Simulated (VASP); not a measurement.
Input of a VASP 6.6.1 run:

INCAR

```
SYSTEM = K
  PREC = Accurate
  ENCUT = 520
  EDIFF = 1E-6
  ISMEAR = -1
  SIGMA = 0.05
  LREAL = .FALSE.
  LASPH = .TRUE.
  NELM = 100
  ALGO = Normal
  ISIF = 2
  LWAVE = .FALSE.
  LCHARG = .FALSE.
  LDIPOL = .TRUE.
  IDIPOL = 3
  DIPOL = 0.5 0.5 0.500
  GGA = PE
  IBRION = 2
  NSW = 60
  EDIFFG = -0.01
```

The input KPOINTS:

```
regular mesh
0
G
  5 5 1
  0 0 0
```

File POSCAR:

```
K
1.0
    4.7864284507      0.0000000000      0.0000000000
   -2.3932142254      4.1451686318      0.0000000000
    0.0000000000      0.0000000000     30.5168343227
K
5
Selective dynamics
Direct
    0.0000000000      0.0000000000      0.2457659900  F F F
    0.6666666667      0.3333333333      0.3728519591  F F F
    0.3333333333      0.6666666667      0.4999379282  T T T
    0.6666666667      0.3333333333      0.6271480409  T T T
    0.3333333333      0.6666666667      0.7542340100  T T T
```

Potentials or basis: VASP PAW PBE potentials, release 64 (K_sv).

Launch:

```bash
$ cat potpaw_PBE.64/K_sv/POTCAR > POTCAR
$ mpirun -np 1 vasp_std > vasp.out
```

(1) What does it give for the energy gained by relaxing?

(2) Estimate the band gap on the k mesh.

Results:

(1) 0.6 meV/atom.

(2) none (metal or under the smearing width).
